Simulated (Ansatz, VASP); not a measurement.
# One calculation of MgO, two programs

Contents of POSCAR:

```
MgO
1.0
    2.9380209034      0.0000000000      0.0000000000
   -1.4690104517      2.5444007392      0.0000000000
    0.0000000000      0.0000000000      2.6796800000
Mg O
1 1
Direct
    0.0000000000      0.0000000000      0.0000000000
    0.3333333333      0.6666666667      0.5000000000
```

INCAR.step1

```
ALGO     = Normal         # electronic algorithm
EDIFF    = 1E-5           # SCF threshold, eV
ENCUT    = 520            # plane-wave cutoff, eV
GGA      = PE             # functional
ISIF     = 2              # what is computed and relaxed
ISMEAR   = -1             # smearing method
LASPH    = T              # aspherical terms in the spheres
LREAL    = F              # projectors in reciprocal space
LWAVE    = T              # write WAVECAR
NBANDS   = 11             # bands
NELM     = 60             # most SCF steps
PREC     = Accurate       # precision mode
SIGMA    = 0.05           # smearing width, eV
```

Contents of INCAR.step2:

```
AEXX     = 0.25           # exact-exchange fraction
ALGO     = Normal         # electronic algorithm
EDIFF    = 1E-6           # SCF threshold, eV
ENCUT    = 520            # plane-wave cutoff, eV
GGA      = PE             # functional
ISIF     = 2              # what is computed and relaxed
ISMEAR   = -1             # smearing method
ISTART   = 1            
LASPH    = T              # aspherical terms in the spheres
LCHARG   = T              # write CHGCAR
LELF     = T              # ELF
LHFCALC  = T              # exact exchange
LREAL    = F              # projectors in reciprocal space
LVHAR    = T            
LWAVE    = F              # write WAVECAR
NBANDS   = 11             # bands
NELM     = 60             # most SCF steps
PREC     = Accurate       # precision mode
PRECFOCK = Normal       
SIGMA    = 0.05           # smearing width, eV
```

File KPOINTS:

```
k-points
0
Gamma
  5 5 5
```

input

```
crystal:
  lattice:
    - [2.9380209034, 0.0, 0.0]
    - [-1.4690104517, 2.5444007392, 0.0]
    - [0.0, 0.0, 2.67968]
  atoms:
    - { symbol: Mg, position: [0.0, 0.0, 0.0] }
    - { symbol: O, position: [0.3333333333, 0.6666666667, 0.5] }
hamiltonian:
  xc: pbe0
  pseudopotentials: { kind: paw }
kpoints:
  mp_grid: { grid: [5, 5, 5] }
  band_path:
    path:
      - [[0.0, 0.0, 0.0], [0.5, 0.0, 0.0], [0.3333333333, 0.3333333333, 0.0], [0.0, 0.0, 0.0], [0.0, 0.0, 0.5], [0.5, 0.0, 0.5], [0.3333333333, 0.3333333333, 0.5], [0.0, 0.0, 0.5]]
      - [[0.5, 0.0, 0.5], [0.5, 0.0, 0.0]]
      - [[0.3333333333, 0.3333333333, 0.0], [0.3333333333, 0.3333333333, 0.5]]
    npoints: 4
scf:
  occupations: { method: fermi_dirac, width: 0.05 }
  n_extra_bands: 6
output:
  forces: true
  stress: true
  eigenvalues: true
  fatbands: false
  write_density: true
  write_potential: true
  elf: true
  volumetric_format: npy
```

Measurements of this composition are mostly on another form, of space group No. 225.

Alike in both runs: functional PBE0; k mesh 5 × 5 × 5; occupations fermi-dirac, width 0.05 eV; no spin polarisation.

|  | VASP | Ansatz |
| --- | --- | --- |
| version | VASP 6.6.1 | Ansatz 0.2.0 |
| potentials or method | VASP PAW PBE potentials, release 64 (Mg, O) | Ansatz PAW |
| plane-wave cutoff (eV) | 520 | 420 |
| valence electrons in the cell | 8 | 16 |
| task | single point | band structure |

```tsv
	VASP	Ansatz	Ansatz less VASP
gap on the k mesh at the Fermi level (eV)	5.34	5.36	+0.017
least direct gap on the mesh (eV)	5.75	5.76	+0.010
pressure (GPa)	-6.0	-5.6	+0.44
largest component of the traceless stress (GPa)	0.91	0.87	-0.040
```

The functional is the same, so the differences come from potentials, cutoffs and numerics. The two sets of potentials don't hold the same shells in valence.

Caveats: the k mesh is coarse (spacing up to 0.49 Å⁻¹), so the values aren't converged, least of all with exact exchange; the PAW data sets were made with another functional, which shifts forces and pressure a little (VASP); an odd mesh through Γ misses points on the zone boundary, where band edges often lie (VASP); the pressure holds a Pulay correction of +0.4 GPa for the finite cutoff (Ansatz); the PAW data sets come from PBE, with cores solved anew for the run's functional, which leaves a small shift of forces and pressure (Ansatz); the thresholds are loose for stress (Ansatz).
